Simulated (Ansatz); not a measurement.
## Cu₂O — quadrupolar parameters

The cell is an entry of the Crystallography Open Database (COD) (the entry's cell lengths or inner coordinates differ somewhat from later room-temperature determinations).

```xyz
6
Lattice="4.2600 0.0000 0.0000 0.0000 4.2600 0.0000 0.0000 0.0000 4.2600" Properties=species:S:1:pos:R:3 pbc="T T T"
Cu    1.0650    1.0650    1.0650
Cu    1.0650    3.1950    3.1950
Cu    3.1950    3.1950    1.0650
Cu    3.1950    1.0650    3.1950
O     0.0000    0.0000    0.0000
O     2.1300    2.1300    2.1300
```

Atoms are numbered from 1 in the order listed; like atoms form one site, named after its first atom.

The numbers come from a DFT calculation in Ansatz (PBE, plane waves and PAW, scalar-relativistic, 420 eV cutoff, Γ-centred 7×7×7 k-points, Fermi–Dirac smearing 0.02 eV).

V_zz is the principal component of the electric field gradient with the largest magnitude, η = (V_xx − V_yy)/V_zz and C_Q = eQV_zz/h.

63Cu: I = 3/2, Q = -220.0 mb; ¹⁷O: I = 5/2, Q = -25.58 mb. Quadrupole moments are those of Pyykkö's year-2017 table.

```
site  atoms (order as listed)                first shell  V_zz (10²¹ V/m²)     η  C_Q (MHz)
  Cu               1, 2, 3, 4  2 O at 1.84 Å, angle 180°             -5.30  0.00       28.2
   O                     5, 6             4 Cu at 1.84 Å              0.00     –          0
```

An axis of threefold or higher order runs through Cu, so V_zz lies along it and η is zero. O sits on a cubic site, where every gradient vanishes.

Semilocal functionals underestimate gradients at Cu(I) with two or three neighbours, in Cu₂O by a fifth to nearly a half.
